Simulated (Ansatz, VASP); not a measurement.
**One calculation of BN, two programs**

```
B N
1.0
     2.48904    0.00000    0.00000
    -1.24452    2.15557    0.00000
     0.00000    0.00000    6.49260
B N
2 2
Direct
  0.33333 0.66667 0.25000
  0.66667 0.33333 0.75000
  0.66667 0.33333 0.25000
  0.33333 0.66667 0.75000
```

Alike in both runs: functional LDA; k mesh 12 × 12 × 4; no spin polarisation.

Ansatz relaxed the structure, and its values are those at the end. VASP's run is a single point on that final structure, the one shown.

|  | VASP | Ansatz |
| --- | --- | --- |
| version | VASP 6.6.1 | Ansatz 0.2.0 |
| potentials or method | VASP PAW LDA potentials, release 64 (B, N) | scalar-relativistic, plane waves, PAW |
| plane-wave cutoff (eV) | 520 | 560 |
| occupations | gaussian, width 0.01 eV | fixed |
| valence electrons in the cell | 16 | 16 |

|  | VASP | Ansatz | Ansatz less VASP |
| --- | --- | --- | --- |
| gap on the k mesh at the Fermi level (eV) | 4.05 | 4.07 | +0.017 |
| least direct gap on the mesh (eV) | 4.47 | 4.48 | +0.016 |
| pressure (GPa) | 0.4 | 0.0 | -0.42 |

A k mesh can miss the band edges. As with any semilocal functional, this LDA gap is likely too small.
